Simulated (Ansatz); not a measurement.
Rock-salt LiI was calculated with rVV10 (Ansatz, a program for electronic structure, PAW).

Run with plane-wave cutoff 520 eV, 10×10×10 k mesh, Fermi–Dirac smearing 0.01 eV, scalar-relativistic PAW data made under PBE.

Properties against volume:

```
V (Å³/atom)  P (GPa)  direct gap at Γ (eV)  smallest gap on the k mesh (eV)
-----------  -------  --------------------  -------------------------------
25.326          1.62                 4.456                            4.275
25.864          1.02                 4.354                            4.267
26.403          0.48                 4.258                            4.245
26.942          0.00                 4.167                            4.155
27.481         -0.43                 4.082                            4.071
28.020         -0.82                 4.001                            3.990
28.559         -1.17                 3.924                            3.914
```

A straight line through the gaps at Γ against ln V gives a volume deformation potential dE_g(Γ)/d ln V of -4.4 eV: the gap at Γ widens under compression.

Measured, for comparison: band gap 6.4 eV (temperature not stated, not corrected to a static lattice, our sources range from 6.10 to 6.40; as tabulated in Aguado et al. (1998), arXiv:cond-mat/9809176).

Spin–orbit coupling is not included; with these elements it can move the gap by several tenths of an eV or more.
